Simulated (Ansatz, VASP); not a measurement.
# TiGe in two plane-wave programs

Wanted: the spread between two codes on one cell, functional and k mesh. The cell is generated by rule, not measured, and may not be a known phase. The cell is taken from a series of runs on this material, whose earlier steps may have relaxed, scaled, displaced or heated it; both programs get it as it stands.

Main program and level: Ansatz 0.2.0; plane waves, with VASP 6.6.1 beside it; relaxation of cell and atoms at PBE.

The structure was built from a prototype and need not be the compound's stable phase.

## Step 1: Set-up

It takes space group I4_1/amd (No. 141, tetragonal). The conventional cell has a = 4.915 Å, b = 4.915 Å, c = 11.731 Å, α = 90.00°, β = 90.00°, γ = 90.00°. Nearest to Ti lie 2 Ti at 2.46 Å and 6 Ge at 2.70 to 2.80 Å. Nearest to Ge lie 2 Ge at 2.68 Å and 6 Ti at 2.70 to 2.80 Å. Farther neighbours are not listed.

## Step 2: Ansatz: relaxation of cell and atoms, PBE

Ansatz runs on its default PAW (the set named soft_2) files.

The relaxed volume is the usual yardstick between codes: in a stiff, nearly cubic crystal its relative difference is about their pressure difference at one cell divided by the bulk modulus.

input.yaml reads:

```yaml
crystal:
  lattice:
    - [-2.4573442889, 2.4573442889, 5.8656969608]
    - [2.4573442889, -2.4573442889, 5.8656969608]
    - [2.4573442889, 2.4573442889, -5.8656969608]
  atoms:
    - { symbol: Ti, position: [0.875, 0.625, 0.75] }
    - { symbol: Ti, position: [0.875, 0.125, 0.25] }
    - { symbol: Ti, position: [0.875, 0.125, 0.75] }
    - { symbol: Ti, position: [0.375, 0.125, 0.25] }
    - { symbol: Ge, position: [0.4200523253, 0.9200523253, 0.5] }
    - { symbol: Ge, position: [0.0799476747, 0.5799476747, 0.5] }
    - { symbol: Ge, position: [0.3299476747, 0.3299476747, 0.0] }
    - { symbol: Ge, position: [0.6700523253, 0.6700523253, 0.0] }
kpoints:
  mp_grid: { grid: [10, 10, 10] }
hamiltonian:
  xc: pbe
scf:
  occupations: { method: gaussian, width: 0.01 }
output:
  forces: true
  stress: true
  eigenvalues: true
relax:
  adjacent_minimum: "off"
  f_tol: 0.001
  max_steps: 60
  cell: { stress_tol: 0.01 }
```

Command:

```console
$ ansatz run input.yaml --threads 4 --pin off --max-ram 7168MiB --backend cpu --events-out ev --progress --plain --runs-dir out
```

Numbers of over 12 decimals in the logs are rounded to 6 here.

Log:

```text
Engine: ansatz 0.2.0, aarch64-unknown-linux-gnu
Pseudopotentials: kind: paw
Pseudopotential: Ti, paw, valence charge 12, recommended cutoff 420 eV (normal), Ti.paw.azcp
Pseudopotential: Ge, paw, valence charge 14, recommended cutoff 420 eV (normal), Ge.paw.azcp
Functional definition: PBE
  parameter kappa = 0.804
  parameter beta = 0.066725
  exchange = pbe_x(kappa = kappa, mu = beta*pi^2/3)
  correlation = pbe_c(beta = beta)
Crystal: 8 atoms, lattice volume = 141.681 Å³
Basis set: ecut = 420 eV, 2775 PW (Γ), exchange–correlation on 96×96×96 points (8 copies of the dense FFT grid, shifted against one another)
Bands: 63, of which v1, the nominal top of the filled ones, is band 52 counted from 1 (51 counted from 0)
Symmetry: 16 space group operations
Space group: I41/amd (ITA 141), of the structure as read, at distance tolerance 5.2e-5 Å
k-points: 102 of 1000
Non-local potential: Ti, projectors of the file, l = 0: 3, l = 1: 2, l = 2: 3, l = 3: 1
Non-local potential: Ge, projectors of the file, l = 0: 2, l = 1: 2, l = 2: 3, l = 3: 1
PAW form: soft (Blöchl's): semilocal exchange-correlation on the pseudo side does not see the compensation charge
PAW one-centre angular grid: Ti, 590 points (default); XC on 64 Gauss nodes
PAW one-centre angular grid: Ge, 590 points (default); XC on 64 Gauss nodes
Initial density: superposition of atomic densities (neutral atoms: chi_scale 0, normalization atom), corrected by the library's trained network
Initial wavefunctions: pseudopotential atomic-orbital guess
Functional: x = pbe(κ = 0.804, μ = 0.219515), c = pbe(β = 0.066725)
SCF iter   1: F=—  HF=-27181.131924 eV  |F-HF|=—  |Δ(HF+E_count)|=         —  Δρ=5.70e-3  dr2=4.35e-2  ethr=1.77e-3  ⟨swp⟩=6.0  Hψ=24878  notcnv=0  defer=14
preconditioner: auto → Kerker (q_TF=auto, 2.591 Å⁻¹)  [metal: Δε(μ)=0.008 eV  Ē_g=16.609 eV  σ=0.010 eV  W_gap=0.44  n_scr=36 (ndim 8)  ℏωp=26.5 eV  f_vac=0.000  D(μ)=7.80/eV (n_scr^D=76)]
SCF iter   2: F=—  HF=-27181.127965 eV  |F-HF|=—  |Δ(HF+E_count)|=   3.96e-3  Δρ=3.11e-3  dr2=1.22e-2  ethr=4.18e-5  ⟨swp⟩=2.0  Hψ=8071  notcnv=0  defer=500
SCF iter   3: F=—  HF=-27181.127342 eV  |F-HF|=—  |Δ(HF+E_count)|=   6.23e-4  Δρ=5.27e-4  dr2=3.64e-4  ethr=1.18e-5  ⟨swp⟩=2.0  Hψ=7751  notcnv=0  defer=500
SCF iter   4: F=—  HF=-27181.127351 eV  |F-HF|=—  |Δ(HF+E_count)|=   9.03e-6  Δρ=1.96e-4  dr2=5.46e-5  ethr=3.50e-7  ⟨swp⟩=2.0  Hψ=9600  notcnv=0  defer=500
SCF iter   5: F=—  HF=-27181.127226 eV  |F-HF|=—  |Δ(HF+E_count)|=   1.25e-4  Δρ=7.51e-5  dr2=1.23e-5  ethr=5.25e-8  ⟨swp⟩=2.0  Hψ=9375  notcnv=0  defer=500
SCF iter   6: F=—  HF=-27181.127225 eV  |F-HF|=—  |Δ(HF+E_count)|=   1.21e-6  Δρ=2.47e-5  dr2=1.86e-6  ethr=1.19e-8  ⟨swp⟩=2.0  Hψ=7447  notcnv=0  defer=500
SCF iter   7: F=-27181.127225 eV  HF=-27181.127225 eV  |F-HF|=2.48e-8  |Δ(HF+E_count)|=   1.55e-9  Δρ=6.94e-6  dr2=7.54e-8  ethr=9.62e-11  ⟨swp⟩=7.8  Hψ=26663  notcnv=0
SCF 1 converged in 7 iterations: F = -27181.127225 eV  dr2 = 7.54e-8
  greatest PAW one-centre occupation: 0.999 electrons in one spin orbital (limit 2), on the Ti atom at site 1 (counted from 0), in its partial waves of l = 0
relax step   1: F+E_penalty+E_count = -27181.12722480 eV  Δ(F+E_penalty+E_count) = +0.000e0 eV  max|allowed force component| = 2.558e-3 eV/Å  Δτ_max = 0.0000 Å  P = -0.258 GPa  Ω = 141.681 Å³  (7 SCF iters, dr2 threshold 1.00e-7 eV, accepted)
[...]
relax step   5: F+E_penalty+E_count = -27181.12757052 eV  Δ(F+E_penalty+E_count) = -1.258e-6 eV  max|allowed force component| = 4.507e-6 eV/Å  Δτ_max = 0.0002 Å  P = -0.000 GPa  Ω = 141.329 Å³  energy of the carried Pulay correction = +5.727e-5 eV  (6 SCF iters, dr2 threshold 6.14e-10 eV, accepted)
[...]
relax step   6: F+E_penalty+E_count = -27181.12751169 eV  Δ(F+E_penalty+E_count) = +5.883e-5 eV  max|allowed force component| = 7.306e-6 eV/Å  Δτ_max = 0.0000 Å  P = -0.000 GPa  Ω = 141.329 Å³  stress off target by 4.11e-4 GPa  SCF on the basis re-selected at this cell (its energy is not comparable with the rows above)  (9 SCF iters)
basis re-selected at this cell: Δ(F+E_penalty+E_count) = +5.883e-5 eV, ΔP = +0.000 GPa vs the last step (what re-selecting the basis moved, of the pressure what is left beyond the Pulay correction that the steps carried, after the strain that the cell walked since its last selection, with what the two solves' SCF thresholds leave and, on support functions, any second-order correction that the steps lacked; it is no m [...]
SCF converged after 9 iterations
Free energy (F): -27181.127512 eV
Harris-Foulkes:  -27181.127512 eV  (|F-HF|=1.46e-11)
Internal energy: -27181.127101 eV  (E = F + TS)
E sigma→0 (E₀):  -27181.127306 eV
Entropy (-TS):   -0.000411 eV (-0.051 meV/atom)
Fermi energy:    12.136463 eV
--- Per-component energies (eV) ---
  E_band       = -1050.531013
  E_kinetic    = 1543.205703
  E_local      = -12112.487103  (includes V_loc(G=0)·N_el)
  E_nonlocal   = 1708.483868
  E_hartree    = 5249.497303
  E_xc         = -695.502030
  E_vxc        = -750.936521  (∫ρ·V_xc dr)
  E_paw        = -12271.588866  (= ΣΔE_a)
  E_vpaw       = -1937.793339  (= ΣTr[D̂ρ^β])
  E_aug_tail   = 0.001773  (compensation charges beyond the density's cutoff)
  E_ewald      = -10602.737749
  E_smearing   = -0.000411  (= −TS)
  E_closure    = -0.000000  (closes the sum)
  Σ components = -27181.127512   (vs F -27181.127512, Δ=0.00e0)
--- Forces (eV/Å), atoms counted from 1 ---
  atom   1  Ti     0.00000000     0.00000000     0.00000000
  atom   2  Ti     0.00000000     0.00000000    -0.00000000
  atom   3  Ti     0.00000000     0.00000000    -0.00000000
  atom   4  Ti     0.00000000    -0.00000000     0.00000000
  atom   5  Ge     0.00000000     0.00000000    -0.00000731
  atom   6  Ge     0.00000000     0.00000000     0.00000731
  atom   7  Ge     0.00000000     0.00000000     0.00000731
  atom   8  Ge     0.00000000    -0.00000000    -0.00000731
  max |Σ_I F_I| component: 1.21e-17 eV/Å
--- Stress (GPa, compression-positive) ---
        0.000127       0.000000       0.000000
        0.000000       0.000127       0.000000
        0.000000       0.000000      -0.000411
  P = ⅓ Tr σ = -0.0001 GPa (-0.001 kbar)
--- Band table (eV; the first three rows and the last of 102) ---
  k-point 0: bands = [... 48 lower, 10.0004, 10.6358, 11.0620, 11.2344, 12.2376, 12.2376, 12.9816, 14.5061, ... 7 higher]
  k-point 1: bands = [... 48 lower, 10.6639, 10.7521, 11.1515, 11.3019, 12.0873, 12.2820, 12.8596, 14.4125, ... 7 higher]
  k-point 2: bands = [... 48 lower, 10.8870, 11.4305, 11.4993, 11.7646, 11.7959, 12.4539, 12.6074, 14.1335, ... 7 higher]
  k-point 101: bands = [... 48 lower, 10.6113, 10.6113, 11.1612, 11.1612, 11.5915, 11.5915, 13.5902, 13.5902, ... 7 higher]
--- Relaxed structure (5 steps of the walk, 5 accepted, 1 SCFs on fresh bases) ---
  F+E_penalty+E_count = -27181.12751169 eV   max|allowed force component| = 7.306e-6 eV/Å   (the final SCF, on the basis selected at the relaxed cell)
  cell:  # Å, volume = 141.3286 Å³
    - [-2.455128, 2.455128, 5.861676]
    - [2.455128, -2.455128, 5.861676]
    - [2.455128, 2.455128, -5.861676]
  atoms:
    - { symbol: Ti, position: [0.875, 0.625, 0.75] }
    - { symbol: Ti, position: [0.875, 0.125000, 0.25] }
    - { symbol: Ti, position: [0.875, 0.125000, 0.75] }
    - { symbol: Ti, position: [0.375, 0.125, 0.25] }
    - { symbol: Ge, position: [0.420050, 0.920050, 0.5] }
    - { symbol: Ge, position: [0.079950, 0.579950, 0.5] }
    - { symbol: Ge, position: [0.329950, 0.329950, 0] }
    - { symbol: Ge, position: [0.670050, 0.670050, 0] }
```

[end of part 1 of 2]

[Lines on the potential files, build, host, timing and source positions are cut from VASP's logs without a mark.]

[Logs are printed without paths, hosts, clocks, repeated set-up lines and the standing remarks that a program may print on its own settings, such as how far it seeks lower states.]

[Hosts, paths, dates, database ids (printed as entryN), source tags and the programs' standing remarks are cut or masked in the printed files.]
